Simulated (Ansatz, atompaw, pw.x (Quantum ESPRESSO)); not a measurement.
## Ge (bcc): variants of one PAW (atompaw) potential in the solid

```
Element                 : Ge
Generator               : atompaw 4.2.0.5
Type                    : PAW
Functional              : PBE
Relativity              : scalar-relativistic
Frozen core             : [Ar] 3d10
Valence charge          : 4
Reference configuration : 4s2 4p2
Partial waves           : 4s (bound): rc 1.65 bohr; 4s channel at 2.95 Ry: rc 2.35 bohr; 4p (bound): rc 2.35 bohr; 4p channel at 3.95 Ry: rc 2.35 bohr; 4d channel at 0.35 Ry: rc 2.35 bohr
Local potential         : bessel scheme, radius 1.65 bohr
Core correction         : smooth core density matched at 1.20 bohr
Augmentation charge     : gaussian compensation charge, radius 1.90 bohr; PAW radius 2.35 bohr; waves and projectors: custom rrkj gramschmidtortho
```

Crystal test: bcc Ge in pw.x 7.5, no spin, 14³ k-points, Fermi–Dirac smearing 0.01 Ry, cutoffs set for each file from its atomic test. The reference is all-electron LAPW (Ansatz 0.2.0) with the same functional, mesh and smearing; V0 and B0 come from Birch–Murnaghan fits to the pressures at five volumes. Errors are pseudo minus all-electron; Δ is the rms difference of the E(V) curves that follow from these fits, minima aligned, over ±6 % about the mean V0. Mesh and smearing are coarse, so the numbers serve the comparison and aren't converged zero-temperature values; the lattice is a test structure that the element need not adopt.

All-electron: a0 = 3.377 Å (V0 = 19.26 Å³/atom), B0 = 64.5 GPa.

3 further variants are left out: they gave no file fit for a test, a broken result, the same result as the base, or pressures whose basis-set error rivals the error shown.

```tsv
change	cutoffs (Ry)	pw.x	a0 (Å)	a0 error (%)	B0 error (%)	Δ (meV/atom)	mean pressure error (GPa)
base	40/400	converged	3.367	-0.32	+2.1	2.6	-0.61
all radii scaled by about 1.26 (s 2.08, p 2.96, d 2.96 bohr); local potential bessel scheme, radius 2.08 bohr; augmentation gaussian compensation charge, radius 2.40 bohr; PAW radius 2.96 bohr; waves and projectors: custom rrkj gramschmidtortho; core correction smooth core density matched at 1.52 bohr	40/400	converged	3.357	-0.61	+5.6	5.0	-1.18
```

(1) Give the row for: all radii scaled by about 0.87 (s 1.42, p 2.04, d 2.04 bohr); local potential bessel scheme, radius 1.42 bohr; augmentation gaussian compensation charge, radius 1.64 bohr; PAW radius 2.04 bohr; waves and projectors: custom rrkj gramschmidtortho; core correction smooth core density matched at 1.04 bohr.

Answers

(1) pw.x: converged; mean pressure error (GPa): -0.79; a0 (Å): 3.363; a0 error (%): -0.42; B0 error (%): +1.4; Δ (meV/atom): 3.4.
